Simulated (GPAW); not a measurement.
# HfN: single point with PBE

Crystal: HfN.

```
Hf N
1.0
     0.00000    2.25600    2.25600
     2.25600    0.00000    2.25600
     2.25600    2.25600    0.00000
Hf N
1 1
Direct
  0.00000 0.00000 0.00000
  0.50000 0.50000 0.50000
```

```
Program             : GPAW 26.7.0
Task                : single point
Functional          : PBE
Potentials or basis : GPAW PAW data sets (gpaw-data 1.2.1)
Cutoff              : 800 eV
Basis               : pw
k mesh              : 10 × 10 × 10
Occupations         : gaussian, width 0.011 eV
Spin                : no spin polarisation
Maxiter             : 150
```

* Pressure: 6.7 GPa
* Band gap on the k mesh: none (metal or under the smearing width)

Levels at points of the mesh, in eV from the Fermi level:
```
           k point  band 6  band 7  band 8  band 9  band 10  band 11  band 12  band 13
(0.00, 0.00, 0.00)   -3.07   -3.07   -3.07   -0.40    -0.40    -0.40     1.81     1.92
(0.50, 0.50, 0.00)   -5.50   -3.88   -3.75   -3.75     4.05     5.48     5.48     5.59
(0.50, 0.50, 0.50)   -8.95   -6.26   -6.26    3.24     3.66     3.66     4.41     8.79
```

Run time: 24 s on 1 thread of Arm Neoverse V1, on a shared host, peak memory 0.16 GiB.

Spin-orbit coupling is left out, which matters for the levels of Hf.
